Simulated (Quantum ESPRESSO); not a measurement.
TiTe under changes of volume

One of the cells (20.463 Å³/atom); the others are scaled copies at fixed shape and fractional positions:

```
Te Ti
1.0
     3.84200    0.00000    0.00000
    -1.92100    3.32727    0.00000
     0.00000    0.00000    6.40300
Te Ti
2 2
Direct
  0.66667 0.33333 0.75000
  0.33333 0.66667 0.25000
  0.00000 0.00000 0.50000
  0.00000 0.00000 0.00000
```

| Property | Result |
| --- | --- |
| Program | Quantum ESPRESSO 7.5 |
| Functional | LDA |
| Potentials or basis | GBRV 1.5 LDA |
| Cutoff | 612 eV |
| Density cutoff | 4898 eV |
| k mesh | 8 × 8 × 4 |
| Occupations | fermi-dirac, width 0.05 eV |
| Spin | no spin polarisation |

```tsv
volume (Å³/atom)	energy over the lowest point (meV/atom)	pressure (GPa)
19.235	36.10	8.8
19.644	17.40	6.0
20.054	5.57	3.4
20.463	0.00	1.1
20.872	?	?
21.281	4.98	-2.8
21.691	14.48	-4.5
```

**Question.** What does the run at 20.872 Å³/atom give?

**Answer.** Energy over the lowest point 0.00 meV/atom; pressure -1.0 GPa.

Worked out: A Birch-Murnaghan fit of order 3 (a polynomial in V^(-2/3)) to the other rows has its minimum at 20.67 Å³/atom with B0 = V·E''(V) = 104 GPa and B' = 4.4 at fixed shape and positions, which overstates the stiffness. It gives -0.01 meV/atom at 20.872 Å³/atom, against the run's 0.00, and -dE/dV = -1.0 GPa, against -1.0.

Energies are extrapolated to zero smearing.
